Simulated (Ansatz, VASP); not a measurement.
# AlGaN2 in VASP and in Ansatz

INCAR

```
PREC = Accurate ; ENCUT = 520
EDIFF = 1E-7 ; ISMEAR = 0
SIGMA = 0.05 ; LREAL = F
LASPH = T ; NELM = 80
ALGO = Normal ; ISIF = 2
LWAVE = F ; LCHARG = T
GGA = CA ; LELF = T
LVHAR = T ; NBANDS = 21
```

Contents of KPOINTS:

```
Automatic mesh
0
Gamma
  8 8 6
```

POSCAR

```
AlGaN2
1.0
    3.1408770487      0.0000000000      0.0000000000
    0.0000000000      3.1408770487      0.0000000000
    0.0000000000      0.0000000000      4.4238379400
Al Ga N
1 1 2
Direct
    0.5000000000      0.5000000000      0.5000000000
    0.0000000000      0.0000000000      0.0000000000
    0.5000000000      0.0000000000      0.7247019262
    0.0000000000      0.5000000000      0.2752980738
```

Input for Ansatz:

```yaml
crystal:
  lattice:
    - [3.1408770487, 0.0, 0.0]
    - [0.0, 3.1408770487, 0.0]
    - [0.0, 0.0, 4.42383794]
  atoms:
    - { symbol: Al, position: [0.5, 0.5, 0.5] }
    - { symbol: Ga, position: [0.0, 0.0, 0.0] }
    - { symbol: "N", position: [0.5, 0.0, 0.7247019262] }
    - { symbol: "N", position: [0.0, 0.5, 0.2752980738] }
basis:
  ecutwfc: 420
kpoints:
  mp_grid: { grid: [8, 8, 6] }
hamiltonian:
  xc: lda
scf:
  occupations: { method: gaussian, width: 0.05 }
output:
  forces: true
  stress: true
  eigenvalues: true
```

Change from the starting cell: mode 12 (682.2 1/cm) frozen in, largest displacement -0.060 Å.

Alike in both runs: task single point; functional LDA; k mesh 8 × 8 × 6; occupations gaussian, width 0.05 eV; no spin polarisation.

```csv
,VASP,Ansatz
version,VASP 6.6.1,Ansatz 0.2.0
potentials or method,"VASP PAW LDA potentials, release 64 (Al, Ga_d, N)","scalar-relativistic, plane waves, PAW"
plane-wave cutoff (eV),520,420
valence electrons in the cell,26,26
```

VASP gave:

```
gap on the k mesh at the Fermi level (eV)       : 2.76
least direct gap on the mesh (eV)               : 2.76
pressure (GPa)                                  : -3.5
largest component of the traceless stress (GPa) : 1.65
rms of the force components (eV/Å)              : 0.654
```

Q: Which values does Ansatz return?

A: gap on the k mesh at the Fermi level (eV): 2.75; least direct gap on the mesh (eV): 2.75; pressure (GPa): -4.3; largest component of the traceless stress (GPa): 1.67; rms of the force components (eV/Å): 0.660.

Atom by atom the forces differ by 0.006 eV/Å (rms over components).

Caveats: forces of over 1 eV/Å show positions far from the minimum, so gaps and moduli don't describe the material at rest. A k mesh can miss the band edges.
